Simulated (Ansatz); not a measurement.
Set up this calculation in Ansatz 0.2.0, as the native input.

| Quantity | Value |
| --- | --- |
| Task | band structure |
| Functional | r2SCAN |
| Potentials or basis | Ansatz PAW |
| Cutoff | 500 eV (not typed: the program's choice for these potentials) |
| k mesh | 8 × 8 × 5 |
| Occupations | fermi-dirac, width 0.05 eV |
| Spin | spin-orbit coupling, no magnetisation |
| Path | [["G", "M", "K", "G", "A", "L", "H", "A"], ["L", "M"], ["K", "H"]] |
| Points for each segment of the path | 14 |

Ir:

```
CELL_PARAMETERS angstrom
2.75138 0.00000 0.00000
-1.37569 2.38276 0.00000
0.00000 0.00000 4.46229
ATOMIC_POSITIONS crystal
Ir 0.33333 0.66667 0.25000
Ir 0.66667 0.33333 0.75000
```

This isn't the form of Ir at room conditions, which is fcc.

One way to write it, as run:

input.yaml

```yaml
crystal:
  lattice:
    - [2.7513778946, 0.0, 0.0]
    - [-1.3756889473, 2.3827631521, 0.0]
    - [0.0, 0.0, 4.46229]
  atoms:
    - { symbol: Ir, position: [0.3333333333, 0.6666666667, 0.25] }
    - { symbol: Ir, position: [0.6666666667, 0.3333333333, 0.75] }
hamiltonian:
  xc: r2scan
  pseudopotentials: { kind: paw_fr }
magnetization:
  noncollinear: true
  spin_orbit: true
kpoints:
  mp_grid: { grid: [8, 8, 5] }
  band_path:
    path:
      - [[0.0, 0.0, 0.0], [0.5, 0.0, 0.0], [0.3333333333, 0.3333333333, 0.0], [0.0, 0.0, 0.0], [0.0, 0.0, 0.5], [0.5, 0.0, 0.5], [0.3333333333, 0.3333333333, 0.5], [0.0, 0.0, 0.5]]
      - [[0.5, 0.0, 0.5], [0.5, 0.0, 0.0]]
      - [[0.3333333333, 0.3333333333, 0.0], [0.3333333333, 0.3333333333, 0.5]]
    npoints: 14
scf:
  occupations: { method: fermi_dirac, width: 0.05 }
  n_extra_bands: 6
output:
  forces: true
  stress: true
  eigenvalues: true
  fatbands: true
```

Potentials or basis: Ansatz PAW.

Command:

```bash
$ ansatz run input.yaml --threads 2 --pin off --max-ram 5632MiB --backend cpu --events-out ev --progress --plain --runs-dir out
```

It gave:

```
Pressure               : -7.3 GPa
Band gap on the k mesh : none (metal or under the smearing width)
```

Caveat: the PAW data sets come from PBE, with cores solved anew for the run's functional, which leaves a small shift of forces and pressure.

Run time: 31 s on 2 threads of Arm Neoverse V2 (shared host), peak memory 0.49 GiB.
